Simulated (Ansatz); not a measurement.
**How far is PAW off for AgCl?**

```
Ag Cl
1.0
     0.00000    2.68996    2.77315
     2.68996    0.00000    2.77315
     2.68996    2.68996    0.00000
Ag Cl
1 1
Direct
  0.50000 0.50000 0.50000
  0.00000 0.00000 0.00000
```

Atoms are numbered in the order listed.

The cell comes from COD entry 9011666, which wasn't checked; take it as a given geometry. The listed cell was then made from it by scaling, straining or moving an atom.

Levels of theory: DFT, LDA, PAW with Ansatz's default frozen-core files, scalar-relativistic (Ansatz 0.2.0); DFT, LDA, all-electron PAW with datasets made for the crystal, scalar-relativistic (Ansatz 0.2.0); DFT, LDA, all-electron LAPW, scalar-relativistic (Ansatz 0.2.0).

For PAW: a Γ-centred 8×8×8 k mesh, Fermi–Dirac smearing of 0.02 eV, cutoff 420 eV, no spin polarisation; the PAW files were made with PBE, and the program remakes their frozen cores for this functional. The crystal-made all-electron datasets (AE datasets) take a cutoff of 260 eV at this cell. LAPW targets a basis error of 0.5 meV/atom. The Ansatz runs share mesh, smearing and spin set-up. Plane-wave (PAW) pressures include the program's estimate of the Pulay term.

Stress and pressure are positive in compression.

The change that made this cell: equal xx and yy strain of -3 %.

Spin–orbit coupling is left out, which moves gradients at and beside heavy atoms by some per cent and at worst by a factor of two.

```json
{"quantity": "pressure (GPa)", "PAW": "-2.67", "AE datasets": "-2.65", "LAPW": "-2.65"}
{"quantity": "stress xx (GPa)", "PAW": "-2.41", "AE datasets": "-2.40", "LAPW": "-2.40"}
{"quantity": "stress zz (GPa)", "PAW": "-3.17", "AE datasets": "-3.16", "LAPW": "-3.16"}
{"quantity": "band gap (eV)", "PAW": "0.517", "AE datasets": "0.518", "LAPW": "0.518"}
{"quantity": "field gradient Vzz at Ag1 (10²¹ V/m²)", "PAW": "1.55", "AE datasets": "1.55", "LAPW": "–"}
{"quantity": "field gradient Vzz at Cl2 (10²¹ V/m²)", "PAW": "-1.52", "AE datasets": "-1.53", "LAPW": "–"}
```

PAW's pressure differs from the LAPW value by about 0.01 GPa or less. Datasets made for the crystal and LAPW share parts of one code, so their agreement isn't an independent check.
